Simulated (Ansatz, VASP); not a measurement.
## Two plane-wave programs on Hf3H8

```
CELL_PARAMETERS angstrom
4.64769 0.00000 0.00000
0.00000 4.64769 0.00000
0.00000 0.00000 4.64769
ATOMIC_POSITIONS crystal
Hf 0.50000 0.00000 0.00000
Hf 0.00000 0.50000 0.00000
Hf 0.00000 0.00000 0.50000
H 0.74454 0.74454 0.74454
H 0.25546 0.25546 0.74454
H 0.25546 0.74454 0.25546
H 0.74454 0.25546 0.25546
H 0.74454 0.74454 0.25546
H 0.25546 0.25546 0.25546
H 0.74454 0.25546 0.74454
H 0.25546 0.74454 0.74454
```

Alike in both runs: functional PBE; k mesh 4 × 4 × 4; occupations gaussian, width 0.1 eV; no spin polarisation.

Ansatz relaxed the structure, and its values are those at the end. VASP's run is a single point on that final structure, the one shown.

|  | VASP | Ansatz |
| --- | --- | --- |
| version | VASP 6.6.1 | Ansatz 0.2.0 |
| potentials or method | VASP PAW PBE potentials, release 64 (Hf_pv, H) | scalar-relativistic, plane waves, PAW |
| plane-wave cutoff (eV) | 520 | 420 |
| valence electrons in the cell | 38 | 86 |

```tsv
	VASP	Ansatz	Ansatz less VASP
gap on the k mesh at the Fermi level (eV)	none	none	-
pressure (GPa)	-0.5	0.2	+0.69
rms of the force components (eV/Å)	0.006	0.001	-0.0049
```

A gap of «none» marks a metal or a gap that the smearing closes. With one functional, cell and mesh, what is left measures potentials, basis and numerics. The two sets of potentials don't hold the same shells in valence.

Spin-orbit coupling is left out, which matters for the levels of Hf.
